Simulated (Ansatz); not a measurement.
Several inputs for SiO2

Cell: a Materials Project structure (computed, not necessarily an observed phase), taken as it stands.

Space group Ia-3 (No. 206); a = 8.4471 Å.

| site | Wyckoff | site symmetry | x | y | z |
| --- | --- | --- | --- | --- | --- |
| Si | 16c | .3. | 0.1412 | 0.6412 | 0.8588 |
| O9 | 24d | 2.. | 0.5000 | 0.2500 | 0.4302 |
| O14 | 8b | .-3. | 0.7500 | 0.2500 | 0.2500 |

One atom of each set is listed; the run and its k-mesh use a cell of 24 atoms with edges of 7.32, 7.32, 7.32 Å.

Reference run. Level of theory: DFT, PBE, plane waves and PAW, scalar-relativistic, 420 eV cutoff, Γ-centred 4×4×4 k-points, Fermi–Dirac smearing 0.02 eV (Ansatz 0.2.0).

It gives V_zz (10²¹ V/m²) O14 9.76 (η 0.00), Si 0.61 (η 0.00), among others. Each of these runs changes the input as listed (caps on SCF iterations aside):

A. scf.occupations.method: fermi_dirac → cold; scf.occupations.width: 0.02 → 0.15; crystal.symmetry: not typed → {detect: false}; scf.lower_state_search: not typed → off
B. hamiltonian.xc: pbe → lda

Question: Which of these changes matter for the gradients?

Answer: 

```csv
run,O14 V_zz (η),Si V_zz (η),"largest change of a gradient tensor, all atoms",note
A,9.76 (0.00),0.61 (0.00),0.00,converged
B,9.43 (0.00),0.59 (0.00),0.33,converged
```

Run B moves them most, on O14 (V_zz from 9.76 to 9.43); against its own size the tensor moves most on Si among sites above 0.3 (by 0.03, V_zz from 0.61 to 0.59).

On the reference run: At this cell the PBE pressure is 6 GPa, so with PBE the cell would grow if it were relaxed. The entry's cell may itself be off. The largest force is 0.3 eV/Å, so the atoms aren't at the calculated equilibrium and relaxing them would move these values.
